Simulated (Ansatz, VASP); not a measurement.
**ZnS: 5 runs at one level of theory**

The starting cell:

```xyz
2
Lattice="0.0000 2.7020 2.7020 2.7020 0.0000 2.7020 2.7020 2.7020 0.0000" Properties=species:S:1:pos:R:3 pbc="T T T"
Zn    4.0530    4.0530    4.0530
S     0.0000    0.0000    0.0000
```

Alike in all runs: task relaxation of cell and atoms; functional PBE; k mesh 9 × 9 × 9; occupations fermi-dirac, width 0.05 eV; no spin polarisation; no spin-orbit coupling.

```tsv
program and potentials	plane-wave cutoff (eV)	notes	equilibrium volume (Å³/atom)
Ansatz, Ansatz PAW	420	-	20.16
VASP, PBE PAW files S, Zn, 600 eV	600	-	20.20
VASP, PBE PAW files S, Zn, release 54, 580 eV	580	-	20.20
VASP, PBE PAW files S_h, Zn, 980 eV	980	-	20.23
Ansatz, all-electron LAPW, scalar-relativistic	-	-	20.16
```

The equilibrium volume spans 20.16 (Ansatz, Ansatz PAW) to 20.23 Å³/atom (VASP, PBE PAW files S_h, Zn, 980 eV), with all-electron results at 20.16. Relaxations stop with a little pressure left, so the last digit of a volume isn't settled.

Differences between rows come from potentials, basis sets and numerical settings, since the functional is the same but for its coding. Runs on potential files found faulty are left out.
